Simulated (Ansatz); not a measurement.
Crystal: Na2S.

```xyz
3
Lattice="0.0000 3.2735 3.2735 3.2735 0.0000 3.2735 3.2735 3.2735 0.0000" Properties=species:S:1:pos:R:3 pbc="T T T"
S     0.0000    0.0000    0.0000
Na    4.9102    4.9102    4.9102
Na    1.6367    1.6367    1.6367
```

Base run:

* Program: Ansatz 0.2.0
* Functional: PBEsol
* Potentials or basis: all-electron LAPW, scalar-relativistic
* Cutoff: 157 eV
* Density cutoff: 627 eV
* Basis error allowed: 0.001 eV/atom
* k mesh: 7 × 7 × 7
* Occupations: fermi-dirac, width 0.05 eV
* Spin: no spin polarisation

Its results: band gap on the k mesh 2.36 eV, direct; pressure -0.6 GPa.

Task: The run is repeated on the same cell with these changes: functional from PBEsol to LDA; basis error allowed from 0.001 eV/atom to 0.002 eV/atom. What comes out?

Result: Band gap on the k mesh 2.24 eV, direct; pressure -2.1 GPa.

Caveats: an odd mesh through Γ misses points on the zone boundary, where band edges often lie (some runs).

Not every run made on this cell is shown here.
